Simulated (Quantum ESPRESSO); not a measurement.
# Ag (P6_3/mmc) in Quantum ESPRESSO: a series of runs, part 2 of 2

Quantum ESPRESSO 7.5. Earlier steps stand in the parts before.

### Step 3. Single point, LDA, 16.74 Å³/atom

pw.in reads:

```
&CONTROL
  calculation = 'scf'
  prefix = 'pwscf'
  outdir = './tmp'
  pseudo_dir = './pseudo'
  tprnfor = .true.
  tstress = .true.
  disk_io = 'nowf'
/
&SYSTEM
  ibrav = 0
  nat = 2
  ntyp = 1
  ecutwfc = 56
  ecutrho = 448
  nbnd = 27
  occupations = 'smearing'
  smearing = 'fd'
  degauss = 0.00367493
/
&ELECTRONS
  conv_thr = 4d-10
  electron_maxstep = 120
  mixing_beta = 0.5
/
ATOMIC_SPECIES
Ag   107.8682 ag_lda_v1.4.uspp.F.UPF
CELL_PARAMETERS angstrom
   2.8701872985    0.0000000000    0.0000000000
  -1.4350936493    2.4856551142    0.0000000000
   0.0000000000    0.0000000000    4.6922174607
ATOMIC_POSITIONS crystal
Ag     0.6666666667    0.3333333333    0.7500000000
Ag     0.3333333333    0.6666666667    0.2500000000
K_POINTS automatic
10 10 6 0 0 0
```

Potentials or basis: GBRV 1.5 LDA.

Started as:

```sh
$ OMP_NUM_THREADS=1 mpirun -n 2 pw.x -nk 2 -in pw.in > pw.out
```

pw.out:

```text
This program is part of the open-source Quantum ESPRESSO suite
     for quantum simulation of materials; please cite
[... 6 lines left out ...]
     using ibrav=0 with symmetry is DISCOURAGED, use correct ibrav instead

     K-points division:     npool     =       2
     Subspace diagonalization in iterative solution of the eigenvalue problem:
     a serial algorithm will be used

     G-vector sticks info
     --------------------
     sticks:   dense  smooth     PW     G-vecs:    dense   smooth      PW
     Sum         913     451    139                36071    12793    2177

     Using Slab Decomposition

     bravais-lattice index     =            0
     lattice parameter (alat)  =       5.4239  a.u.
     unit-cell volume          =     225.9050 (a.u.)^3
     number of atoms/cell      =            2
     number of atomic types    =            1
     number of electrons       =        38.00
     number of Kohn-Sham states=           27
     kinetic-energy cutoff     =      56.0000  Ry
     charge density cutoff     =     448.0000  Ry
     scf convergence threshold =      4.0E-10
     mixing beta               =       0.5000
     number of iterations used =            8  plain     mixing
     Exchange-correlation=  SLA  PZ   NOGX NOGC
                           (   1   1   0   0   0   0   0)

[... 108 lines left out ...]
     iteration #  1     ecut=    56.00 Ry     beta= 0.50
     Davidson diagonalization with overlap
     ethr =  1.00E-02,  avg # of iterations =  4.8

     total energy              =    -590.53394877 Ry
     estimated scf accuracy    <       2.44445738 Ry
[... 50 lines left out ...]
     iteration #  9     ecut=    56.00 Ry     beta= 0.50
     Davidson diagonalization with overlap
     ethr =  2.96E-12,  avg # of iterations =  2.0

     End of self-consistent calculation

          k = 0.0000 0.0000 0.0000 (  1641 PWs)   bands (ev):

   -74.3945 -74.3753 -38.0273 -37.8721 -37.8721 -37.8493 -37.8454 -37.8454
     9.3744  10.8759  12.5646  12.6712  12.6712  12.9220  12.9220  13.2947
    13.2947  14.3613  14.3613  16.8694  21.0103  33.3965  35.3426  35.6665
    35.8647  35.8647  38.2371
[... 150 lines left out ...]
   -74.3736 -74.3704 -38.0213 -38.0058 -37.9167 -37.9036 -37.8902 -37.8829
    10.8768  11.1526  11.7496  11.8634  12.9908  13.6385  13.9537  14.5669
    14.5980  14.6230  17.5550  18.6096  22.3922  22.4987  29.5729  30.6245
    30.6301  32.9273  34.0605

          k = 0.0000-0.5774-0.3058 (  1600 PWs)   bands (ev):

   -74.3720 -74.3720 -38.0183 -38.0183 -37.8986 -37.8986 -37.8933 -37.8933
    11.0149  11.0149  11.7107  11.7107  13.4475  13.4475  14.2986  14.2986
    14.5948  14.5948  18.0680  18.0680  22.0278  22.0278  31.1286  31.1286
    31.7090  31.7090  34.5000
[... 220 lines left out ...]
   -74.3706 -74.3706 -37.9936 -37.9936 -37.9486 -37.9486 -37.8847 -37.8847
    11.6485  11.6485  12.1892  12.1892  12.7318  12.7318  13.3607  13.3607
    14.4361  14.4361  20.5375  20.5375  23.5915  23.5915  23.9269  23.9269
    33.5717  33.5717  36.1969

     the Fermi energy is    17.3655 ev

!    total energy              =    -591.41854230 Ry
     estimated scf accuracy    <          1.1E-10 Ry
     smearing contrib. (-TS)   =      -0.00043902 Ry
     internal energy E=F+TS    =    -591.41810328 Ry

     The total energy is F=E-TS. E is the sum of the following terms:
     one-electron contribution =    -244.36550598 Ry
     hartree contribution      =     141.56641635 Ry
     xc contribution           =     -57.23789563 Ry
     ewald contribution        =    -431.38111802 Ry

     convergence has been achieved in   9 iterations

     Forces acting on atoms (cartesian axes, Ry/au):

     atom    1 type  1   force =     0.00000000    0.00000000    0.00000000
     atom    2 type  1   force =     0.00000000    0.00000000    0.00000000

     Total force =     0.000000     Total SCF correction =     0.000000

     Computing stress (Cartesian axis) and pressure

          total   stress  (Ry/bohr**3)                   (kbar)     P=      -51.67
  -0.00033707  -0.00000000   0.00000000          -49.59       -0.00        0.00
  -0.00000000  -0.00033707   0.00000000           -0.00      -49.59        0.00
   0.00000000   0.00000000  -0.00037961            0.00        0.00      -55.84

=------------------------------------------------------------------------------=
   JOB DONE.
=------------------------------------------------------------------------------=
```

It took 15 s on 2 MPI ranks of Arm Neoverse V2, shared host; peak memory 0.26 GiB.

Results:

```yaml
Free_energy: -8046.6592 eV
Pressure: -5.2 GPa
Band_gap_on_the_k_mesh: none (metal or under the smearing width)
```

### Step 4. Single point, LDA, 17.09 Å³/atom

pw.in, as its differences from that of step 3:

```diff
@@ -28,5 +28,5 @@
 CELL_PARAMETERS angstrom
-   2.8701872985    0.0000000000    0.0000000000
-  -1.4350936493    2.4856551142    0.0000000000
-   0.0000000000    0.0000000000    4.6922174607
+   2.8904005511    0.0000000000    0.0000000000
+  -1.4452002756    2.5031603044    0.0000000000
+   0.0000000000    0.0000000000    4.7252623344
 ATOMIC_POSITIONS crystal
```

Started as:

```sh
$ OMP_NUM_THREADS=1 mpirun -n 2 pw.x -nk 2 -in pw.in > pw.out
```

Wall time 15 s (2 MPI ranks of Arm Neoverse V2, shared host); peak memory 0.26 GiB.

The run converged. Its results:

- Free energy: -8046.6338 eV
- Pressure: -7.3 GPa
- Band gap on the k mesh: none (metal or under the smearing width)

### Step 5. Single point, LDA, 17.45 Å³/atom

pw.in, as its differences from that of step 4:

```diff
@@ -28,5 +28,5 @@
 CELL_PARAMETERS angstrom
-   2.8904005511    0.0000000000    0.0000000000
-  -1.4452002756    2.5031603044    0.0000000000
-   0.0000000000    0.0000000000    4.7252623344
+   2.9103349780    0.0000000000    0.0000000000
+  -1.4551674890    2.5204240244    0.0000000000
+   0.0000000000    0.0000000000    4.7578513803
 ATOMIC_POSITIONS crystal
```

Started as:

```sh
$ OMP_NUM_THREADS=1 mpirun -n 2 pw.x -nk 2 -in pw.in > pw.out
```

Run time: 19 s. Hardware: 2 MPI ranks of Arm Neoverse V2, shared host; peak memory 0.26 GiB.

Results (log left out):

```
Free energy            : -8046.5993 eV
Pressure               : -9.2 GPa
Band gap on the k mesh : none (metal or under the smearing width)
```

### Step 6. Single point, LDA, 17.81 Å³/atom

pw.in, as its differences from that of step 5:

```diff
@@ -28,5 +28,5 @@
 CELL_PARAMETERS angstrom
-   2.9103349780    0.0000000000    0.0000000000
-  -1.4551674890    2.5204240244    0.0000000000
-   0.0000000000    0.0000000000    4.7578513803
+   2.9300000000    0.0000000000    0.0000000000
+  -1.4650000000    2.5374544331    0.0000000000
+   0.0000000000    0.0000000000    4.7900000000
 ATOMIC_POSITIONS crystal
```

Potentials or basis: GBRV 1.5 LDA.

Started as:

```sh
$ OMP_NUM_THREADS=1 mpirun -n 2 pw.x -nk 2 -in pw.in > pw.out
```

Wall time 19 s (2 MPI ranks of Arm Neoverse V2, shared host); peak memory 0.26 GiB.

The run converged. Its results:

- Free energy: -8046.5571 eV
- Pressure: -10.8 GPa
- Band gap on the k mesh: none (metal or under the smearing width)

### Step 7. Single point, LDA, 18.16 Å³/atom

pw.in, as its differences from that of step 6:

```diff
@@ -28,5 +28,5 @@
 CELL_PARAMETERS angstrom
-   2.9300000000    0.0000000000    0.0000000000
-  -1.4650000000    2.5374544331    0.0000000000
-   0.0000000000    0.0000000000    4.7900000000
+   2.9494045390    0.0000000000    0.0000000000
+  -1.4747022695    2.5542592568    0.0000000000
+   0.0000000000    0.0000000000    4.8217227788
 ATOMIC_POSITIONS crystal
```

Started as:

```sh
$ OMP_NUM_THREADS=1 mpirun -n 2 pw.x -nk 2 -in pw.in > pw.out
```

Run time: 19 s. Hardware: 2 MPI ranks of Arm Neoverse V2, shared host; peak memory 0.26 GiB.

The run converged. Its results:

```yaml
Free_energy: -8046.5082 eV
Pressure: -12.2 GPa
Band_gap_on_the_k_mesh: none (metal or under the smearing width)
```

### Step 8. Single point, LDA, 18.52 Å³/atom

pw.in, as its differences from that of step 7:

```diff
@@ -28,5 +28,5 @@
 CELL_PARAMETERS angstrom
-   2.9494045390    0.0000000000    0.0000000000
-  -1.4747022695    2.5542592568    0.0000000000
-   0.0000000000    0.0000000000    4.8217227788
+   2.9685570532    0.0000000000    0.0000000000
+  -1.4842785266    2.5708458207    0.0000000000
+   0.0000000000    0.0000000000    4.8530335443
 ATOMIC_POSITIONS crystal
```

Started as:

```sh
$ OMP_NUM_THREADS=1 mpirun -n 2 pw.x -nk 2 -in pw.in > pw.out
```

Wall time 20 s (2 MPI ranks of Arm Neoverse V2, shared host); peak memory 0.28 GiB.

Results (log left out):

| Quantity | Value |
| --- | --- |
| Free energy | -8046.4536 eV |
| Pressure | -13.4 GPa |
| Band gap on the k mesh | none (metal or under the smearing width) |

### Step 9. Single point, LDA, 18.87 Å³/atom

pw.in, as its differences from that of step 8:

```diff
@@ -28,5 +28,5 @@
 CELL_PARAMETERS angstrom
-   2.9685570532    0.0000000000    0.0000000000
-  -1.4842785266    2.5708458207    0.0000000000
-   0.0000000000    0.0000000000    4.8530335443
+   2.9874655697    0.0000000000    0.0000000000
+  -1.4937327848    2.5872210763    0.0000000000
+   0.0000000000    0.0000000000    4.8839454194
 ATOMIC_POSITIONS crystal
```

Potentials or basis: GBRV 1.5 LDA.

Started as:

```sh
$ OMP_NUM_THREADS=1 mpirun -n 2 pw.x -nk 2 -in pw.in > pw.out
```

Wall time 15 s (2 MPI ranks of Arm Neoverse V2, shared host); peak memory 0.28 GiB.

The run converged. Its results:

```
Free energy            : -8046.3942 eV
Pressure               : -14.4 GPa
Band gap on the k mesh : none (metal or under the smearing width)
```

### Step 10. Equation of state, LDA

This step only gathers the single runs of the series.

Results:

- Equilibrium volume: 16.12 Å³/atom (rough: see the caveat)
- Bulk modulus at fixed shape and positions: 137 GPa (rough)

Energy against volume, from the lowest point:
| volume (Å³/atom) | energy (meV/atom) |
| --- | --- |
| 16.738 | 0.00 |
| 17.094 | 12.72 |
| 17.450 | 29.94 |
| 17.806 | 51.04 |
| 18.162 | 75.49 |
| 18.518 | 102.79 |
| 18.875 | 132.51 |

Caveat: the minimum lies outside the volumes run; the cell was scaled at fixed shape and fractional positions, which overstates the stiffness of a crystal with free parameters, most of all of layers and chains.
